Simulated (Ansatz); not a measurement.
Start from LiI in the rock salt structure (space group Fm-3m, No. 225).

```
CELL_PARAMETERS angstrom
      0.00000     3.00952     3.00952
      3.00952     0.00000     3.00952
      3.00952     3.00952     0.00000
ATOMIC_POSITIONS crystal
  I  0.00000 0.00000 0.00000
  Li 0.50000 0.50000 0.50000
```

Calculations: PBE (Ansatz, an electronic-structure program, PAW, without spin-orbit coupling).

One change was made to it. Results:

```csv
quantity,base,after
shortest interatomic distance,3.010 Å,2.679 Å
"electron mass (degenerate bands, along [100])",–,"0.24, 0.47 mₑ (at X)"
gap character,"indirect, K–Γ (79 % along) → Γ","indirect, a point along ⟨110⟩, about 0.3 Å⁻¹ from Γ → X"
width of the top valence band,1.27 eV,2.26 eV
```

### Question
Which change produced these results?
A) pressure 4.5 GPa
B) pressure 30 GPa
C) pressure 15 GPa
D) pressure −2 GPa
E) pressure 0.9 GPa

### Answer
C, pressure 15 GPa. For comparison, the electron mass in the other runs: pressure −2 GPa gives 0.30 mₑ (at Γ); pressure 4.5 GPa gives 0.96 mₑ along k, 0.47 mₑ across (at X); pressure 30 GPa gives 1.1 mₑ along k, 0.22 mₑ across (at X); pressure 0.9 GPa gives 0.87 mₑ along k, 0.47 mₑ across (at X).

Spin-orbit coupling, missing from the scalar runs, can matter with I. Load acts through the strain it causes; cell and atoms are relaxed under it. Effective masses come from finite differences of ±0.01 Å⁻¹. Along k means along the line from Γ to the band edge. Whether these cells are dynamically stable was not tested. No other phases were tried under pressure.
